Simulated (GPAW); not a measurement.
Here is a GPAW 26.7.0 calculation.

Contents of run.py:

```python
from ase.dft.bandgap import bandgap
from ase.io import write
from ase.spacegroup import crystal
from gpaw import GPAW

# I 4a
atoms = crystal(['I'],
                basis=[[0.0, 0.0, 0.0]],
                spacegroup=69, setting=1,  # Fmmm
                cellpar=[4.38449093, 4.73120089, 7.81968026, 90.0, 90.0, 90.0],
                primitive_cell=True)

calc = GPAW(mode='lcao',
            h=0.2,
            basis='dzp',
            xc='PBE',
            kpts={'size': (7, 7, 7), 'gamma': True},
            occupations={'name': 'fermi-dirac', 'width': 0.05},
            convergence={'density': 1e-05, 'energy': 1e-05},
            maxiter=150,
            txt='gpaw.txt')
atoms.calc = calc
energy = atoms.get_potential_energy()
forces = atoms.get_forces()
calc.write('gs.gpw')
write('result.traj', atoms)
print(f'Energy: {energy:.6f} eV')
print('Forces (eV/A):')
print(forces.round(4))
print('Fermi level:', round(calc.get_fermi_level(), 4), 'eV')
print(f'Gap: {bandgap(calc)[0]:.4f} eV, direct: {bandgap(calc, direct=True)[0]:.4f} eV')

path = atoms.cell.bandpath('GYCDXGZD1HC,C1Z,XH1,HY,LG', npoints=100, eps=1e-4)
bs_calc = calc.fixed_density(kpts=path, symmetry='off', txt='bands.txt')
bs = bs_calc.band_structure()
bs.write('bs.json')
print(f'Gap on the path: {bandgap(bs_calc)[0]:.4f} eV')
```

Potentials or basis: GPAW PAW data sets (gpaw-data 1.2.1), lcao:dzp.

Run with:

```sh
$ OMP_NUM_THREADS=1 python run.py
```

(1) Predict the band gap along the path.

## Answers

(1) none (metal or under the smearing width).

Caveat: the real-space grid adds noise to forces; real-space grids are poor in so skewed a cell; spin-orbit coupling is left out, which moves the levels of the heavy elements; the basis of atomic orbitals isn't converged, which shifts pressures, moduli and gaps; an odd number of electrons without spin polarisation forces a metal; a magnetic or distorted state may lie lower.
